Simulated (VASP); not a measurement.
# LiH (Fm-3m) in VASP: settings compared, part 3 of 3

VASP 6.6.1. Earlier steps stand in the parts before.

### Step 6. Berry-phase polarisation, TPSS+TS

INCAR reads:

```
ALGO = Normal ; EDIFF = 1E-6
ENCUT = 520 ; ISIF = 2
ISMEAR = -1 ; IVDW = 2
LASPH = T ; LCALCPOL = T
LCHARG = F ; LMIXTAU = T
LREAL = F ; LWAVE = F
METAGGA = TPSS ; NELM = 100
PREC = Accurate ; SIGMA = 0.05
```

KPOINTS reads:

```
k-points
0
Gamma
  11 11 11
```

POSCAR reads:

```
LiH
1.0
    0.0000000000      2.0367500000      2.0367500000
    2.0367500000      0.0000000000      2.0367500000
    2.0367500000      2.0367500000      0.0000000000
Li H
1 1
Direct
    0.0000000000      0.0000000000      0.0000000000
    0.5000000000      0.5000000000      0.5000000000
```

Potentials or basis: VASP PAW PBE potentials, release 64 (Li_sv, H).

Command:

```
$ cat potpaw_PBE.64/Li_sv/POTCAR potpaw_PBE.64/H/POTCAR > POTCAR
$ mpirun -np 1 vasp_std > vasp.out
```

OUTCAR:

```text
EDIFF = 1E-6
   ENCUT = 520
   ISIF = 2
   ISMEAR = -1
   IVDW = 2
   LASPH = T
   LREAL = F
   METAGGA = TPSS
   NELM = 100
   PREC = Accurate
  IVDW =   2

 ion  position               nearest neighbor table
   1  0.000  0.000  0.000-
   2  0.500  0.500  0.500-

  LATTYP: Found a face centered cubic cell.
 ALAT       =     4.0735000000

  Lattice vectors:

 A1 = (   0.0000000000,   2.0367500000,   2.0367500000)
 A2 = (   2.0367500000,   0.0000000000,   2.0367500000)
 A3 = (   2.0367500000,   2.0367500000,   0.0000000000)

Analysis of symmetry for initial positions (statically):
=====================================================================
 Subroutine PRICEL returns:
 Original cell was already a primitive cell.

 Routine SETGRP: Setting up the symmetry group for a
 face centered cubic supercell.

 Subroutine GETGRP returns: Found 48 space group operations
 (whereof 48 operations were pure point group operations)
 out of a pool of 48 trial point group operations.

The static configuration has the point symmetry O_h .

Analysis of symmetry for dynamics (positions and initial velocities):
=====================================================================
 Subroutine PRICEL returns:
 Original cell was already a primitive cell.

 Routine SETGRP: Setting up the symmetry group for a
 face centered cubic supercell.

 Subroutine GETGRP returns: Found 48 space group operations
 (whereof 48 operations were pure point group operations)
 out of a pool of 48 trial point group operations.

The dynamic configuration has the point symmetry O_h .

 Subroutine INISYM returns: Found 48 space group operations
 (whereof 48 operations are pure point group operations),
 and found     1 'primitive' translations

----------------------------------------------------------------------------------------

                                     Primitive cell

  volume of cell :      16.8983

  direct lattice vectors                    reciprocal lattice vectors
     0.000000000  2.036750000  2.036750000    -0.245489137  0.245489137  0.245489137
     2.036750000  0.000000000  2.036750000     0.245489137 -0.245489137  0.245489137
     2.036750000  2.036750000  0.000000000     0.245489137  0.245489137 -0.245489137

  length of vectors
     2.880399473  2.880399473  2.880399473     0.425199658  0.425199658  0.425199658

  position of ions in fractional coordinates (direct lattice)
     0.000000000  0.000000000  0.000000000
     0.500000000  0.500000000  0.500000000

  ion indices of the primitive-cell ions
   primitive index   ion index
                 1           1
                 2           2

----------------------------------------------------------------------------------------

 KPOINTS: k-points

Automatic generation of k-mesh.
 Grid dimensions read from file:
 generate k-points for:   11   11   11

 Generating k-lattice:

  Cartesian coordinates                     Fractional coordinates (reciprocal lattice)
[... 39 lines left out ...]
 -0.272727  0.181818  0.000000     24.000000
 -0.181818  0.181818  0.000000     12.000000
 [... further k-points ...]
   k-points           NKPTS =     56   k-points in BZ     NKDIM =     56   number of bands    NBANDS=      6
   number of dos      NEDOS =    301   number of ions     NIONS =      2
   total plane-waves  NPLWV =  13824
   dimension x,y,z NGX =    24 NGY =   24 NGZ =   24
   dimension x,y,z NGXF=    48 NGYF=   48 NGZF=   48
   ions per type =               1   1
   NGX,Y,Z   is equivalent  to a cutoff of  13.85, 13.85, 13.85 a.u.
   NGXF,Y,Z  is equivalent  to a cutoff of  27.70, 27.70, 27.70 a.u.
 SYSTEM =  unknown system
   PREC   = accura    normal or accurate (medium, high low for compatibility)
   ISTART =      0    job   : 0-new  1-cont  2-samecut
   ICHARG =      2    charge: 1-file 2-atom 10-const
   ISPIN  =      1    spin polarized calculation?
   LNONCOLLINEAR =      F non collinear calculations
   LSORBIT =      F    spin-orbit coupling
   LASPH  =      T    aspherical Exc in radial PAW
   ENCUT  =  520.0 eV  38.22 Ry    6.18 a.u.   5.36  5.36  5.36*2*pi/ulx,y,z
   NELM   =    100;   NELMIN=  2; NELMDL= -5     # of ELM steps
   EDIFF  = 0.1E-05   stopping-criterion for ELM
   LREAL  =      F    real-space projection
   EDIFFG = 0.1E-04   stopping-criterion for IOM
   NSW    =      0    number of steps for IOM
   IBRION =     -1    ionic relax: 0-MD 1-quasi-New 2-CG
   NFREE  =      0    steps in history (QN), initial steepest desc. (CG)
   ISIF   =      2    stress and relaxation
   ISYM   =      2    0-nonsym 1-usesym 2-fastsym
   POTIM  = 0.5000    time-step for ionic-motion
   TEBEG  =    0.0;   TEEND  =   0.0 temperature during run
   PSTRESS=    0.0 pullay stress
   NELECT =       4.0000    total number of electrons
   NUPDOWN=      -1.0000    fix difference up-down
   EMIN   =  10.00;   EMAX   =-10.00  energy-range for DOS
   EFERMI =   0.00;   METHOD = LEGACY
   ISMEAR =    -1;   SIGMA  =   0.05  broadening in eV -4-tet -1-fermi 0-gaus
   EFERMI_NEDOS =   21; number of points for ismear=-14 and -15
   IALGO  =     38    algorithm
   IMIX   =      4    mixing-type and parameters
     AMIX     =   0.40;   BMIX     =  1.00
     AMIX_MAG =   1.60;   BMIX_MAG =  1.00
  volume/ion in A,a.u.               =       8.45        57.02
  Fermi-wavevector in a.u.,A,eV,Ry     =   1.012699  1.913724 13.953585  1.025560
  Thomas-Fermi vector in A             =   2.145824
   LORBIT       =      0    0 simple, 1 ext, 2 COOP (PROOUT), +10 PAW based schemes
   METAGGA = TPSS    functional components
   LHFCALC =     F    Hartree Fock is set to
   AEXX    =    0.0000 exact exchange contribution
   IVDW    =     2    specifies the selected vdW correction
   LEPSILON=     F    determine dielectric tensor
   LRPA    =     F    only Hartree local field effects (RPA)
   LRPA       =     F
 non-spin polarized calculation
  energy-cutoff  :      520.00
  volume of cell :       16.90
 maximum number of plane-waves:       470
 NGX is ok and might be reduce to    24
   NGX = 11   NGY = 11   NGZ = 11

 number of electron       3.9999999 magnetization

 Free energy of the ion-electron system (eV)
  ---------------------------------------------------
  ext. energy  EPLUGINS =         0.00000000
  ---------------------------------------------------
  free energy    TOTEN  =        -7.18855978 eV

  energy without entropy =       -7.18855978  energy(sigma->0) =       -7.18855978

 E-fermi :   0.5778     XC(G=0):  -8.6733

 val. band max:       -0.5569744963   @ k =  -0.4545   0.4545   0.0000
 cond. band min:       3.0659368949   @ k =  -0.4545   0.4545   0.0000
 fundamental gap:      3.6229113912
 Fermi energy:         0.5777627632

 k-point     1 :       0.0000    0.0000    0.0000
  band No.  band energies     occupation
      1     -45.6628      2.00000
      2      -5.8447      2.00000
      3      15.8676      0.00000
      4      17.5222      0.00000
      5      17.5222      0.00000
      6      17.5222      0.00000
[... 199 lines left out ...]
 k-point    24 :      -0.1818    0.1818    0.0000
  band No.  band energies     occupation
      1     -45.6391      2.00000
      2      -4.2830      2.00000
      3       9.9430      0.00000
      4      10.1176      0.00000
      5      15.8711      0.00000
      6      17.2845      0.00000

 [... further k-points ...]

------------------------ aborting loop because EDIFF is reached ----------------------------------------

            Ionic dipole moment: p[ion]=(    -2.03675    -2.03675    -2.03675 ) |e| Angst

 Total electronic dipole moment: p[elc]=(     4.07350     4.07350     4.07350 ) |e| Angst

  Hirshfeld charges:
            ion         q(e)
   ------------------------------
      1     Li       0.14111693
      2     H       -0.14111693

  Tkatchenko/Scheffler method for vdW energy calculation

  Number of pair interactions contributing to vdW energy:   93264

  Edisp (eV):   -1.78856

  FORCE on cell =-STRESS in cart. coord.  units (eV):
  Direction    XX          YY          ZZ          XY          YZ          ZX
  --------------------------------------------------------------------------------------
  -------------------------------------------------------------------------------------
  Total      -3.06129    -3.06129    -3.06129    -0.00000    -0.00000    -0.00000
  in kB    -290.24983  -290.24983  -290.24983    -0.00000    -0.00000    -0.00000
  external pressure =     -290.25 kB  Pullay stress =        0.00 kB

 VOLUME and BASIS-vectors are now :
 -----------------------------------------------------------------------------
  energy-cutoff  :      520.00
  volume of cell :       16.90
      direct lattice vectors                 reciprocal lattice vectors
     0.000000000  2.036750000  2.036750000    -0.245489137  0.245489137  0.245489137
     2.036750000  0.000000000  2.036750000     0.245489137 -0.245489137  0.245489137
     2.036750000  2.036750000  0.000000000     0.245489137  0.245489137 -0.245489137

 POSITION                                       TOTAL-FORCE (eV/Angst)
 -----------------------------------------------------------------------------------
      0.00000      0.00000      0.00000         0.000000      0.000000     -0.000000
      2.03675      2.03675      2.03675        -0.000000      0.000000      0.000000
 -----------------------------------------------------------------------------------
    total drift:                                0.000000     -0.000000     -0.000000

  FREE ENERGIE OF THE ION-ELECTRON SYSTEM (eV)
  ---------------------------------------------------
  free  energy   TOTEN  =        -8.9771239881 eV

  energy  without entropy=       -8.9771239881  energy(sigma->0) =       -8.97712399
```

OSZICAR:

```text
N       E                     dE             d eps       ncg     rms          rms(c)
DAV:   1     0.137780753847E+02    0.13778E+02   -0.81743E+04   672   0.326E+05
[... 28 lines left out ...]
DAV:  30    -0.718846756886E+01   -0.27500E-03   -0.10286E-04   672   0.203E-01    0.979E-03
DAV:  31    -0.718855885512E+01   -0.91286E-04   -0.66457E-05   684   0.160E-01    0.146E-02
DAV:  32    -0.718854632261E+01    0.12533E-04   -0.21515E-05   684   0.933E-02    0.169E-02
DAV:  33    -0.718854367740E+01    0.26452E-05   -0.87608E-06   672   0.351E-02    0.104E-02
DAV:  34    -0.718855479765E+01   -0.11120E-04   -0.12544E-05  1098   0.380E-02    0.246E-03
DAV:  35    -0.718855976171E+01   -0.49641E-05   -0.35319E-06   672   0.328E-02    0.213E-03
DAV:  36    -0.718855978210E+01   -0.20391E-07   -0.37268E-07   552   0.711E-03
   1 F= -.89771240E+01 E0= -.89771240E+01  d E =-.348406E-11
```

Wall time 58 s (1 thread of Intel Xeon Platinum 8488C (Sapphire Rapids), shared host); peak memory 0.17 GiB.

What came out:

```
Hirshfeld charges          : Li +0.14; H -0.14 e
Dispersion energy per atom : -0.894 eV
```

Dipole moments of the cell (e·Å, modulo the quantum): ionic -2.037, -2.037, -2.037; electronic 4.074, 4.074, 4.074

Caveat: the cutoff is under 1.25 times the usual one of these potentials, so pressure, stress and relaxed cells hold a basis-set (Pulay) error; the PAW data sets were made with another functional, which shifts forces and pressure a little.

### Step 7. The reference run

An earlier run on the cell as given: functional PBE; potentials or basis VASP PAW PBE potentials, release 64 (Li_sv, H); cutoff 520 eV; k mesh 11 × 11 × 11; occupations fermi-dirac, width 0.05 eV; no spin polarisation.

* Band gap on the k mesh: 3.20 eV, direct

### Step 8. Summary

| task | level | potentials or basis | k mesh | smearing | ladder | gap on the mesh (eV) |
| --- | --- | --- | --- | --- | --- | --- |
| band structure | LDA | VASP PAW LDA potentials, release 64 (Li_sv, H) | 12 × 12 × 12 | gaussian 0.02 eV | free | 2.65 |
| band structure | PBEsol | VASP PAW PBE potentials, release 64 (Li_sv, H) | 12 × 12 × 12 | gaussian 0.02 eV | free | 2.79 |
| band structure | r2SCAN | VASP PAW PBE potentials, release 64 (Li_sv, H) | 12 × 12 × 12 | gaussian 0.02 eV | free | 3.61 |
| band structure | TB-mBJ | VASP PAW PBE potentials, release 64 (Li_sv, H) | 12 × 12 × 12 | gaussian 0.02 eV | free | 5.05 |
| Berry-phase polarisation | TPSS+TS | VASP PAW PBE potentials, release 64 (Li_sv, H) | 11 × 11 × 11 | fermi-dirac 0.05 eV | - | - |
| single point | PBE | VASP PAW PBE potentials, release 64 (Li_sv, H) | 11 × 11 × 11 | fermi-dirac 0.05 eV | - | 3.20 |

Alike in all rows: no spin polarisation; cell as given; cutoff (eV) 520.

Caveats: the cutoff is under 1.25 times the usual one of these potentials, so pressure, stress and relaxed cells hold a basis-set (Pulay) error; the PAW data sets were made with another functional, which shifts forces and pressure a little (some runs); an odd mesh through Γ misses points on the zone boundary, where band edges often lie (some runs).

Absolute energies hang on the potentials; compare differences alone.
